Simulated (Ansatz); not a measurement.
BeS: how the free axis answers a strain

BeS, F-43m, a = 4.838 Å. Ansatz: PBEsol, PAW, 420 eV, Γ-centred 8×8×6 mesh on 4 atoms, Gaussian smearing 0.02 eV; no spin polarisation. Series: biaxial strain in the a-b plane, c and atoms relaxed; x is the strain in per cent. The axes a, b, c are those of the computed cell (3.421, 3.421, 4.838 Å), along [1 1 0], [-1 1 0], [0 0 1] of the cell named above. y is the change of c in per cent of 4.838 Å.

```tsv
x (%)	y (%)
-4.5	?
-3.0	2.39
-1.5	1.22
0.0	0.00
1.5	-1.23
3.0	-2.52
4.5	-3.85
```

Problem. Fit y = c1 x + c2 x² to the other rows, say what c1 measures, and predict the missing y.

Solution. Least squares on the rows shown. y = −0.8193 x − 0.007717 x². With no stress along c, c1 = −2C12/C11 = -0.819. At x = -4.5 the fit asked for gives 3.53 %. The run gave 3.54 %, so the fit is 0.01 % too low, within twice the rms miss on the fitted rows (0.009 %).